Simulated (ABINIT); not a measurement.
**HfO2: equation of state with r2SCAN**

Crystal: HfO2.

```
CELL_PARAMETERS angstrom
0.00000 2.55750 2.55750
2.55750 0.00000 2.55750
2.55750 2.55750 0.00000
ATOMIC_POSITIONS crystal
Hf 0.00000 0.00000 0.00000
O 0.75000 0.75000 0.75000
O 0.25000 0.25000 0.25000
```

Measurements of this composition are mostly on another form, of space group No. 14.

```json
{
  "Program": "ABINIT 10.8.3 (patched build)",
  "Task": "equation of state",
  "Functional": "r2SCAN",
  "Potentials or basis": "JTH PAW PBE v2.0",
  "Cutoff": "762 eV",
  "k mesh": "8 × 8 × 8",
  "Occupations": "fermi-dirac, width 0.05 eV",
  "Spin": "no spin polarisation",
  "Fine-grid cutoff": "1360.57 eV"
}
```

```yaml
Equilibrium_volume: 10.65 Å³/atom
Bulk_modulus: 277 GPa
Pressure_derivative_of_the_bulk_modulus: 4.4
```

Energy against volume, from the lowest point:
```
volume (Å³/atom)  energy (meV/atom)
          10.483               2.20
          10.706               0.00
          10.929               5.56
          11.152              18.27
          11.375              37.30
          11.598              61.67
          11.821              91.37
```

Run time: 7.8 min on 1 thread of Arm Neoverse V2 (shared host), peak memory 0.21 GiB.

Caveat: pressures at fixed basis lie under the slope of the energies; the PAW data sets were made with another functional, which shifts forces and pressure a little. The run has no spin-orbit coupling, so splittings on Hf are missing.
